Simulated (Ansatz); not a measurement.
# Rh (fcc type): the cost of one run

Program: Ansatz 0.2.0. Level of theory: DFT PBE, with the methods named in each step. These are calculated values, not measurements.

**1. The system as given**

The structure is cubic, space group Fm-3m (No. 225). The conventional cell has a = 3.830 Å, b = 3.830 Å, c = 3.830 Å, α = 90.00°, β = 90.00°, γ = 90.00°. Rh (site symmetry m-3m) has 12 Rh at 2.71 Å as nearest neighbours.

Structure file:

```xyz
1
Lattice="0.0000 1.9152 1.9152 1.9152 0.0000 1.9152 1.9152 1.9152 0.0000" Properties=species:S:1:pos:R:3 pbc="T T T"
Rh    0.0000    0.0000    0.0000
```

The PAW steps are scalar-relativistic and only prepare the cells; LAPW drops relativity.

**2. Fcc relaxed, PAW**

Input file input.yaml:

```yaml
crystal:
  lattice:
    - [0.0, 1.9152057761, 1.9152057761]
    - [1.9152057761, 0.0, 1.9152057761]
    - [1.9152057761, 1.9152057761, 0.0]
  atoms:
    - { symbol: Rh, position: [0.0, 0.0, 0.0] }
kpoints:
  mp_grid: { grid: [18, 18, 18] }
scf:
  occupations: { method: fermi_dirac, width: 0.05 }
hamiltonian:
  xc: pbe
  pseudopotentials: { kind: paw }
output:
  forces: true
  stress: true
  write_density: true
  write_potential: true
  elf: true
  volumetric_format: npy
relax:
  f_tol: 0.005
  max_steps: 40
  cell: {}
```

Run with:

```console
> ansatz run input.yaml --threads 1 --pin off --max-ram 3072MiB --backend cpu --events-out ev --progress --plain --runs-dir out
```

**Question.** How long does this run take on 1 thread of Arm Neoverse V1, shared host, and how much memory does it need?

About 6.4 s, with a peak of 0.31 GiB.
